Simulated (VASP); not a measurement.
A run of VASP 6.6.1 is set up as follows.

File INCAR:

```
SYSTEM = C
ALGO = Fast ; EDIFF = 1E-6
ENCUT = 520 ; GGA = CA
ISIF = 2 ; ISMEAR = 0
LASPH = .True. ; LCHARG = .False.
LREAL = .False. ; LWAVE = .False.
NBANDS = 11 ; NELM = 80
PREC = Accurate ; SIGMA = 0.02
```

KPOINTS

```
k-points
0
Gamma
  15 15 15
  0 0 0
```

File POSCAR:

```
C
1.0
    1.2224428980      0.7057777363      3.3104279507
   -1.2224428980      0.7057777363      3.3104279507
    0.0000000000     -1.4115554725      3.3104279507
C
2
Direct
    0.8334088326      0.8334088326      0.8334088326
    0.1665911674      0.1665911674      0.1665911674
```

Potentials or basis: VASP PAW LDA potentials, release 64 (C).

Command:

```bash
$ cat potpaw_LDA.64/C/POTCAR > POTCAR
$ mpirun -np 1 vasp_std > vasp.out
```

Task: Predict the pressure.

Result: 0.9 GPa.

Task: What does it give for the band gap on the k mesh?

Result: 0.72 eV, direct.

Stress tensor (GPa, compression positive):
```
 1.33  0.00  0.00
 0.00  1.33  0.00
 0.00  0.00 -0.03
```

Caveat: an odd mesh through Γ misses points on the zone boundary, where band edges often lie.
